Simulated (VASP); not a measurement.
# AlN (Fm-3m) in VASP: further runs

Aim: see how the results for AlN move with the level of theory and the settings. Levels: PBE, HSE06. Tasks: single point.

All numbers are computed with VASP 6.6.1; they aren't measurements. Logs are shortened: lines on timing, memory, paths and dates and some standing lists are left out, and cuts for length are marked.

**1. The structure**

The structure is cubic, space group Fm-3m (No. 225). The conventional cell has a = 4.069 Å, b = 4.069 Å, c = 4.069 Å, α = 90.00°, β = 90.00°, γ = 90.00°. Al (site symmetry m-3m) is surrounded by 6 N at 2.03 Å. N (site symmetry m-3m) is surrounded by 6 Al at 2.03 Å.

Measurements of this composition are mostly on another form, of space group No. 186.

**2. Single point, PBE**

INCAR reads:

```
SYSTEM = AlN
  PREC = Accurate
  ENCUT = 500
  EDIFF = 1E-6
  ISMEAR = 0
  SIGMA = 0.02
  LREAL = .False.
  LASPH = .True.
  NELM = 60
  ALGO = Normal
  ISIF = 2
  LWAVE = .False.
  LCHARG = .False.
  GGA = PE
  NBANDS = 11
```

KPOINTS reads:

```
Automatic mesh
0
Gamma
  5 5 5
  0 0 0
```

POSCAR reads:

```
AlN
1.0
    0.0000000000      2.0345180000      2.0345180000
    2.0345180000      0.0000000000      2.0345180000
    2.0345180000      2.0345180000      0.0000000000
Al N
1 1
Direct
    0.5000000000      0.5000000000      0.5000000000
    0.0000000000      0.0000000000      0.0000000000
```

Potentials or basis: VASP PAW PBE potentials, release 64 (Al_GW, N_GW).

The run is started by

```console
cat potpaw_PBE.64/Al_GW/POTCAR potpaw_PBE.64/N_GW/POTCAR > POTCAR
mpirun -np 1 vasp_std > vasp.out
```

OUTCAR:

```text
SYSTEM = AlN
   PREC = Accurate
   ENCUT = 500
   EDIFF = 1E-6
   ISMEAR = 0
   LREAL = .False.
   LASPH = .True.
   NELM = 60
   ISIF = 2
   GGA = PE

 ion  position               nearest neighbor table
   1  0.500  0.500  0.500-   2 2.03   2 2.03   2 2.03   2 2.03   2 2.03   2 2.03
   2  0.000  0.000  0.000-   1 2.03   1 2.03   1 2.03   1 2.03   1 2.03   1 2.03

  LATTYP: Found a face centered cubic cell.
 ALAT       =     4.0690360000

  Lattice vectors:

 A1 = (   0.0000000000,   2.0345180000,   2.0345180000)
 A2 = (   2.0345180000,   0.0000000000,   2.0345180000)
 A3 = (   2.0345180000,   2.0345180000,   0.0000000000)

Analysis of symmetry for initial positions (statically):
=====================================================================
 Subroutine PRICEL returns:
 Original cell was already a primitive cell.

 Routine SETGRP: Setting up the symmetry group for a
 face centered cubic supercell.

 Subroutine GETGRP returns: Found 48 space group operations
 (whereof 48 operations were pure point group operations)
 out of a pool of 48 trial point group operations.

The static configuration has the point symmetry O_h .

Analysis of symmetry for dynamics (positions and initial velocities):
=====================================================================
 Subroutine PRICEL returns:
 Original cell was already a primitive cell.

 Routine SETGRP: Setting up the symmetry group for a
 face centered cubic supercell.

 Subroutine GETGRP returns: Found 48 space group operations
 (whereof 48 operations were pure point group operations)
 out of a pool of 48 trial point group operations.

The dynamic configuration has the point symmetry O_h .

 Subroutine INISYM returns: Found 48 space group operations
 (whereof 48 operations are pure point group operations),
 and found     1 'primitive' translations

----------------------------------------------------------------------------------------

                                     Primitive cell

  volume of cell :      16.8428

  direct lattice vectors                    reciprocal lattice vectors
     0.000000000  2.034518000  2.034518000    -0.245758455  0.245758455  0.245758455
     2.034518000  0.000000000  2.034518000     0.245758455 -0.245758455  0.245758455
     2.034518000  2.034518000  0.000000000     0.245758455  0.245758455 -0.245758455

  length of vectors
     2.877242948  2.877242948  2.877242948     0.425666130  0.425666130  0.425666130

  position of ions in fractional coordinates (direct lattice)
     0.500000000  0.500000000  0.500000000
     0.000000000  0.000000000  0.000000000

  ion indices of the primitive-cell ions
   primitive index   ion index
                 1           1
                 2           2

----------------------------------------------------------------------------------------

 KPOINTS: Automatic mesh

Automatic generation of k-mesh.
 Grid dimensions read from file:
 generate k-points for:    5    5    5

 Generating k-lattice:

  Cartesian coordinates                     Fractional coordinates (reciprocal lattice)
    -0.049151691  0.049151691  0.049151691     0.200000000  0.000000000  0.000000000
     0.049151691 -0.049151691  0.049151691     0.000000000  0.200000000  0.000000000
     0.049151691  0.049151691 -0.049151691     0.000000000  0.000000000  0.200000000

  Length of vectors
     0.085133226  0.085133226  0.085133226

  Shift w.r.t. Gamma in fractional coordinates (k-lattice)
     0.000000000  0.000000000  0.000000000

 Subroutine IBZKPT returns following result:
 ===========================================

 Found     10 irreducible k-points:

 Following reciprocal coordinates:
            Coordinates               Weight
  0.000000  0.000000  0.000000      1.000000
  0.200000  0.000000  0.000000      8.000000
  0.400000  0.000000  0.000000      8.000000
  0.200000  0.200000  0.000000      6.000000
  0.400000  0.200000  0.000000     24.000000
 -0.400000  0.200000  0.000000     24.000000
 -0.200000  0.200000  0.000000     12.000000
  0.400000  0.400000  0.000000      6.000000
 -0.400000  0.400000  0.000000     12.000000
 -0.400000  0.400000  0.200000     24.000000
   k-points           NKPTS =     10   k-points in BZ     NKDIM =     10   number of bands    NBANDS=     11
   number of dos      NEDOS =    301   number of ions     NIONS =      2
   total plane-waves  NPLWV =  13824
   dimension x,y,z NGX =    24 NGY =   24 NGZ =   24
   dimension x,y,z NGXF=    48 NGYF=   48 NGZF=   48
   ions per type =               1   1
   NGX,Y,Z   is equivalent  to a cutoff of  13.87, 13.87, 13.87 a.u.
   NGXF,Y,Z  is equivalent  to a cutoff of  27.73, 27.73, 27.73 a.u.
 SYSTEM =  AlN
   PREC   = accura    normal or accurate (medium, high low for compatibility)
   ISTART =      0    job   : 0-new  1-cont  2-samecut
   ICHARG =      2    charge: 1-file 2-atom 10-const
   ISPIN  =      1    spin polarized calculation?
   LNONCOLLINEAR =      F non collinear calculations
   LSORBIT =      F    spin-orbit coupling
   LASPH  =      T    aspherical Exc in radial PAW
   ENCUT  =  500.0 eV  36.75 Ry    6.06 a.u.   5.25  5.25  5.25*2*pi/ulx,y,z
   NELM   =     60;   NELMIN=  2; NELMDL= -5     # of ELM steps
   EDIFF  = 0.1E-05   stopping-criterion for ELM
   LREAL  =      F    real-space projection
   EDIFFG = 0.1E-04   stopping-criterion for IOM
   NSW    =      0    number of steps for IOM
   IBRION =     -1    ionic relax: 0-MD 1-quasi-New 2-CG
   NFREE  =      0    steps in history (QN), initial steepest desc. (CG)
   ISIF   =      2    stress and relaxation
   ISYM   =      2    0-nonsym 1-usesym 2-fastsym
   POTIM  = 0.5000    time-step for ionic-motion
   TEBEG  =    0.0;   TEEND  =   0.0 temperature during run
   PSTRESS=    0.0 pullay stress
   NELECT =       8.0000    total number of electrons
   NUPDOWN=      -1.0000    fix difference up-down
   EMIN   =  10.00;   EMAX   =-10.00  energy-range for DOS
   EFERMI =   0.00;   METHOD = LEGACY
   ISMEAR =     0;   SIGMA  =   0.02  broadening in eV -4-tet -1-fermi 0-gaus
   EFERMI_NEDOS =   21; number of points for ismear=-14 and -15
   IALGO  =     38    algorithm
   IMIX   =      4    mixing-type and parameters
     AMIX     =   0.40;   BMIX     =  1.00
     AMIX_MAG =   1.60;   BMIX_MAG =  1.00
  volume/ion in A,a.u.               =       8.42        56.83
  Fermi-wavevector in a.u.,A,eV,Ry     =   1.277321  2.413786 22.198561  1.631548
  Thomas-Fermi vector in A             =   2.409927
   LORBIT       =      0    0 simple, 1 ext, 2 COOP (PROOUT), +10 PAW based schemes
   GGA     = PE    functional components
   LHFCALC =     F    Hartree Fock is set to
   AEXX    =    0.0000 exact exchange contribution
   IVDW    =     0    specifies the selected vdW correction
   LEPSILON=     F    determine dielectric tensor
   LRPA    =     F    only Hartree local field effects (RPA)
 non-spin polarized calculation
 Gauss-broadening in eV      SIGMA  =   0.02
  energy-cutoff  :      500.00
  volume of cell :       16.84
 maximum number of plane-waves:       440
 NGX is ok and might be reduce to    24
   NGX = 11   NGY = 11   NGZ = 11

 number of electron       8.0000001 magnetization

 Free energy of the ion-electron system (eV)
  ---------------------------------------------------
  ext. energy  EPLUGINS =         0.00000000
  ---------------------------------------------------
  free energy    TOTEN  =       -14.56226365 eV

  energy without entropy =      -14.56226365  energy(sigma->0) =      -14.56226365

 E-fermi :   8.6190     XC(G=0): -12.1935

 val. band max:        8.4656042313   @ k =   0.0000   0.0000   0.0000
 cond. band min:      13.4972713033   @ k =   0.4000   0.4000   0.0000
 fundamental gap:      5.0316670720
 Fermi energy:         8.6189521362

 k-point     1 :       0.0000    0.0000    0.0000
  band No.  band energies     occupation
      1      -8.9218      2.00000
      2       8.4656      2.00000
      3       8.4656      2.00000
      4       8.4656      2.00000
      5      13.8708      0.00000
      6      20.5499      0.00000
      7      20.5499      0.00000
      8      20.5499      0.00000
      9      25.6320      0.00000
     10      26.0830      0.00000
     11      26.0830      0.00000

 k-point     2 :       0.2000    0.0000    0.0000
  band No.  band energies     occupation
      1      -8.1353      2.00000
      2       5.3242      2.00000
      3       8.0609      2.00000
      4       8.0609      2.00000
      5      15.2003      0.00000
      6      19.1081      0.00000
      7      20.9689      0.00000
      8      20.9689      0.00000
      9      23.9005      0.00000
     10      23.9005      0.00000
     11      25.7346      0.00000

 k-point     3 :       0.4000    0.0000    0.0000
  band No.  band energies     occupation
      1      -6.2482      2.00000
      2       1.1082      2.00000
      3       7.5094      2.00000
      4       7.5094      2.00000
      5      14.6126      0.00000
      6      19.5326      0.00000
      7      19.5326      0.00000
      8      21.0685      0.00000
      9      24.4380      0.00000
     10      27.5851      0.00000
     11      27.5851      0.00000
[... 71 lines left out ...]
 k-point     9 :      -0.4000    0.4000    0.0000
  band No.  band energies     occupation
      1      -4.7258      2.00000
      2       1.7455      2.00000
      3       3.6932      2.00000
      4       6.0383      2.00000
      5      13.8223      0.00000
      6      16.5390      0.00000
      7      21.4732      0.00000
      8      23.5498      0.00000
      9      24.6142      0.00000
     10      31.5962      0.00000
     11      33.6867      0.00000

 k-point    10 :      -0.4000    0.4000    0.2000
  band No.  band energies     occupation
      1      -5.0385      2.00000
      2       2.2105      2.00000
      3       3.7781      2.00000
      4       5.5195      2.00000
      5      16.2498      0.00000
      6      17.8555      0.00000
      7      18.9339      0.00000
      8      21.9954      0.00000
      9      26.1561      0.00000
     10      28.1242      0.00000
     11      33.8453      0.00000

------------------------ aborting loop because EDIFF is reached ----------------------------------------

  FORCE on cell =-STRESS in cart. coord.  units (eV):
  Direction    XX          YY          ZZ          XY          YZ          ZX
  --------------------------------------------------------------------------------------
  -------------------------------------------------------------------------------------
  Total       -0.1066036     -0.1066036     -0.1066036      0.0000000      0.0000000     -0.0000000
  in kB      -10.1406996    -10.1406996    -10.1406996      0.0000000      0.0000000     -0.0000000
  external PRESSURE =     -10.1406996 kB  Pullay stress =       0.0000000 kB

 VOLUME and BASIS-vectors are now :
 -----------------------------------------------------------------------------
  energy-cutoff  :      500.00
  volume of cell :       16.84
      direct lattice vectors                 reciprocal lattice vectors
     0.000000000  2.034518000  2.034518000    -0.245758455  0.245758455  0.245758455
     2.034518000  0.000000000  2.034518000     0.245758455 -0.245758455  0.245758455
     2.034518000  2.034518000  0.000000000     0.245758455  0.245758455 -0.245758455

 POSITION                                       TOTAL-FORCE (eV/Angst)
 -----------------------------------------------------------------------------------
      2.03452      2.03452      2.03452         0.000000     -0.000000      0.000000
      0.00000      0.00000      0.00000        -0.000000      0.000000     -0.000000
 -----------------------------------------------------------------------------------
    total drift:                                0.000000     -0.000000     -0.000000

  FREE ENERGIE OF THE ION-ELECTRON SYSTEM (eV)
  ---------------------------------------------------
  free  energy   TOTEN  =       -14.5622636482 eV

  energy  without entropy=      -14.5622636482  energy(sigma->0) =      -14.56226365
```

Run time: 3.1 s. Hardware: 1 thread of Intel Xeon Platinum 8259CL at 2.50GHz (Skylake/Cascade Lake), shared host; peak memory 0.13 GiB.

Results:

```yaml
Free_energy: -14.5623 eV
Pressure: -1.0 GPa
Band_gap_on_the_k_mesh: 5.03 eV, indirect (least direct gap 5.41 eV)
```

Caveat: the k mesh is coarse (spacing up to 0.53 Å⁻¹), so the values aren't converged; the cutoff is under 1.25 times the usual one of these potentials, so pressure, stress and relaxed cells hold a basis-set (Pulay) error; an odd mesh through Γ misses points on the zone boundary, where band edges often lie.

**3. Single point, PBE**

INCAR reads:

```
SYSTEM = AlN
ALGO = Normal
EDIFF = 1E-6
ENCUT = 500
GGA = PE
ISIF = 2
ISMEAR = 0
LASPH = .True.
LCHARG = .True.
LELF = .True.
LREAL = .False.
LVHAR = .True.
LWAVE = .False.
NELM = 80
PREC = Accurate
SIGMA = 0.02
```

KPOINTS reads:

```
k-points
0
Gamma
  5 5 5
  0 0 0
```

POSCAR is that of step 2.

Potentials or basis: VASP PAW PBE potentials, release 64 (Al_GW, N_GW).

The run is started by

```console
cat potpaw_PBE.64/Al_GW/POTCAR potpaw_PBE.64/N_GW/POTCAR > POTCAR
mpirun -np 1 vasp_std > vasp.out
```

OUTCAR:

```text
SYSTEM = AlN
   EDIFF = 1E-6
   ENCUT = 500
   GGA = PE
   ISIF = 2
   ISMEAR = 0
   LASPH = .True.
   LREAL = .False.
   NELM = 80
   PREC = Accurate

 ion  position               nearest neighbor table
   1  0.500  0.500  0.500-   2 2.03   2 2.03   2 2.03   2 2.03   2 2.03   2 2.03
   2  0.000  0.000  0.000-   1 2.03   1 2.03   1 2.03   1 2.03   1 2.03   1 2.03

  LATTYP: Found a face centered cubic cell.
 ALAT       =     4.0690360000

  Lattice vectors:

 A1 = (   0.0000000000,   2.0345180000,   2.0345180000)
 A2 = (   2.0345180000,   0.0000000000,   2.0345180000)
 A3 = (   2.0345180000,   2.0345180000,   0.0000000000)

Analysis of symmetry for initial positions (statically):
=====================================================================
 Subroutine PRICEL returns:
 Original cell was already a primitive cell.

 Routine SETGRP: Setting up the symmetry group for a
 face centered cubic supercell.

 Subroutine GETGRP returns: Found 48 space group operations
 (whereof 48 operations were pure point group operations)
 out of a pool of 48 trial point group operations.

The static configuration has the point symmetry O_h .

[... 151 lines left out ...]
 fundamental gap:      5.0317697140
 Fermi energy:         8.6526941780

 k-point     1 :       0.0000    0.0000    0.0000
  band No.  band energies     occupation
      1      -8.9218      2.00000
      2       8.4655      2.00000
      3       8.4655      2.00000
      4       8.4655      2.00000
      5      13.8708      0.00000
      6      20.5500      0.00000
      7      20.5500      0.00000
      8      20.5500      0.00000
[... 89 lines left out ...]
 k-point    10 :      -0.4000    0.4000    0.2000
  band No.  band energies     occupation
      1      -5.0386      2.00000
      2       2.2104      2.00000
      3       3.7781      2.00000
      4       5.5194      2.00000
      5      16.2498      0.00000
      6      17.8555      0.00000
      7      18.9340      0.00000
      8      21.9954      0.00000

------------------------ aborting loop because EDIFF is reached ----------------------------------------

  FORCE on cell =-STRESS in cart. coord.  units (eV):
  Direction    XX          YY          ZZ          XY          YZ          ZX
  --------------------------------------------------------------------------------------
  -------------------------------------------------------------------------------------
  Total       -0.1060788     -0.1060788     -0.1060788     -0.0000000      0.0000000      0.0000000
  in kB      -10.0907721    -10.0907721    -10.0907721     -0.0000000      0.0000000      0.0000000
  external PRESSURE =     -10.0907721 kB  Pullay stress =       0.0000000 kB

 VOLUME and BASIS-vectors are now :
 -----------------------------------------------------------------------------
  energy-cutoff  :      500.00
  volume of cell :       16.84
      direct lattice vectors                 reciprocal lattice vectors
     0.000000000  2.034518000  2.034518000    -0.245758455  0.245758455  0.245758455
     2.034518000  0.000000000  2.034518000     0.245758455 -0.245758455  0.245758455
     2.034518000  2.034518000  0.000000000     0.245758455  0.245758455 -0.245758455

 POSITION                                       TOTAL-FORCE (eV/Angst)
 -----------------------------------------------------------------------------------
      2.03452      2.03452      2.03452         0.000000     -0.000000      0.000000
      0.00000      0.00000      0.00000        -0.000000      0.000000     -0.000000
 -----------------------------------------------------------------------------------
    total drift:                                0.000000     -0.000000     -0.000000

  FREE ENERGIE OF THE ION-ELECTRON SYSTEM (eV)
  ---------------------------------------------------
  free  energy   TOTEN  =       -14.5622636406 eV

  energy  without entropy=      -14.5622636406  energy(sigma->0) =      -14.56226364
```

stdout:

```text
POSCAR found type information on POSCAR AlN
 POSCAR found :  2 types and       2 ions
 scaLAPACK will be used
 LDA part: xc-table for (Slater+PW92), standard interpolation
 POSCAR, INCAR and KPOINTS ok, starting setup
 FFT: planning ... GRIDC
 FFT: planning ... GRID_SOFT
 FFT: planning ... GRID
 WAVECAR not read
 entering main loop
```

It took 2.6 s on 1 thread of AMD EPYC 9R45 (Zen 5), shared host; peak memory 0.1 GiB.

Results:

```yaml
Free_energy: -14.5623 eV
Pressure: -1.0 GPa
Band_gap_on_the_k_mesh: 5.03 eV, indirect (least direct gap 5.41 eV)
```

Levels at points of the mesh, in eV from the valence-band top:
```
           k point  band 2  band 3  band 4  band 5  band 6  band 7
(0.00, 0.00, 0.00)    0.00    0.00    0.00    5.41   12.08   12.08
```

Caveat: the k mesh is coarse (spacing up to 0.53 Å⁻¹), so the values aren't converged; the cutoff is under 1.25 times the usual one of these potentials, so pressure, stress and relaxed cells hold a basis-set (Pulay) error; an odd mesh through Γ misses points on the zone boundary, where band edges often lie.

**4. Single point, PBE**

INCAR reads:

```
PREC     = Accurate       # precision mode
ENCUT    = 500            # plane-wave cutoff, eV
EDIFF    = 1E-6           # SCF threshold, eV
ISMEAR   = 0              # smearing method
SIGMA    = 0.02           # smearing width, eV
LREAL    = False          # projectors in reciprocal space
LASPH    = True           # aspherical terms in the spheres
NELM     = 100            # most SCF steps
ALGO     = Fast           # electronic algorithm
ISIF     = 2              # what is computed and relaxed
LWAVE    = False          # write WAVECAR
LCHARG   = False          # write CHGCAR
GGA      = PE             # functional
NBANDS   = 11             # bands
```

KPOINTS reads:

```
Automatic mesh
0
Gamma
  6 6 6
```

POSCAR is that of step 3.

The run is started by

```console
cat potpaw_PBE.64/Al_GW/POTCAR potpaw_PBE.64/N_GW/POTCAR > POTCAR
mpirun -np 1 vasp_std > vasp.out
```

It took 2.8 s on 1 thread of Intel Xeon 6975P-C (Granite Rapids), shared host; peak memory 0.13 GiB.

The run converged. Its results:

```yaml
Free_energy: -14.5772 eV
Pressure: -1.0 GPa
Band_gap_on_the_k_mesh: 4.43 eV, indirect (least direct gap 5.41 eV)
```

Levels at points of the mesh, in eV from the valence-band top:
| k point | band 2 | band 3 | band 4 | band 5 | band 6 | band 7 |
| --- | --- | --- | --- | --- | --- | --- |
| (0.00, 0.00, 0.00) | 0.00 | 0.00 | 0.00 | 5.41 | 12.10 | 12.10 |
| (0.50, 0.00, 0.00) | -8.19 | -1.04 | -1.04 | 6.01 | 10.84 | 10.84 |
| (0.50, 0.50, 0.00) | -7.26 | -2.75 | -2.75 | 4.43 | 5.33 | 13.82 |

Caveat: the k mesh is coarse (spacing up to 0.45 Å⁻¹), so the values aren't converged; the cutoff is under 1.25 times the usual one of these potentials, so pressure, stress and relaxed cells hold a basis-set (Pulay) error.

(Part 1 of 2 ends here.)
